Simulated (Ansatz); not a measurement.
Theory: DFT PBE, scalar-relativistic, plane waves, PAW in Ansatz. All cells share a 420 eV cutoff and Γ-centred k meshes spaced at most about 0.3 Å⁻¹ (about 0.25 or finer for metals, 2π included). No spin polarisation.

All energies are static (0 K, no zero-point motion).

**Question.** Order these relaxed structures of Ca2O by energy, lowest first, with the energy over the lowest of them.
A.

```cif
data_structure
_symmetry_space_group_name_H-M 'P4_2/mcm'
_symmetry_Int_Tables_number 132
_cell_length_a 5.6993
_cell_length_b 5.6993
_cell_length_c 5.8928
_cell_angle_alpha 90.000
_cell_angle_beta 90.000
_cell_angle_gamma 90.000
_cell_volume 191.41
loop_
_atom_site_label
_atom_site_type_symbol
_atom_site_symmetry_multiplicity
_atom_site_Wyckoff_symbol
_atom_site_fract_x
_atom_site_fract_y
_atom_site_fract_z
_atom_site_occupancy
Ca1 Ca 4 i 0.20254 0.20254 0.00000 1
O1 O 2 b 0.00000 0.00000 0.75000 1
```

B.

```cif
data_structure
_symmetry_space_group_name_H-M 'P-4m2'
_symmetry_Int_Tables_number 115
_cell_length_a 3.7788
_cell_length_b 3.7788
_cell_length_c 5.7695
_cell_angle_alpha 90.000
_cell_angle_beta 90.000
_cell_angle_gamma 90.000
_cell_volume 82.38
loop_
_atom_site_label
_atom_site_type_symbol
_atom_site_symmetry_multiplicity
_atom_site_Wyckoff_symbol
_atom_site_fract_x
_atom_site_fract_y
_atom_site_fract_z
_atom_site_occupancy
Ca1 Ca 2 g 0.00000 0.50000 0.71475 1
O1 O 1 c 0.50000 0.50000 0.50000 1
```

**Answer.** A (0 meV/atom), B (31 meV/atom). Forms: A P4_2/mcm; B P-4m2. Counting O atoms around Ca (those within 1.25 times the shortest such distance or 1.15 times the sum of covalent radii): A has Ca 2; B has Ca 2. Both come from invented guesses. The lowest form computed isn't among them: it has the anti-anatase type, space group I4_1/amd (No. 141), 21.7 Å³/atom and lies 4 meV/atom below the best shown.

A magnetic state wasn't ruled out in cells without spin, among them P4_2/mcm, P-4m2. Cells relaxed within their symmetry can be saddle points. Some structure types and database cells were kept out of the candidates from the start, so a known form may be missing.
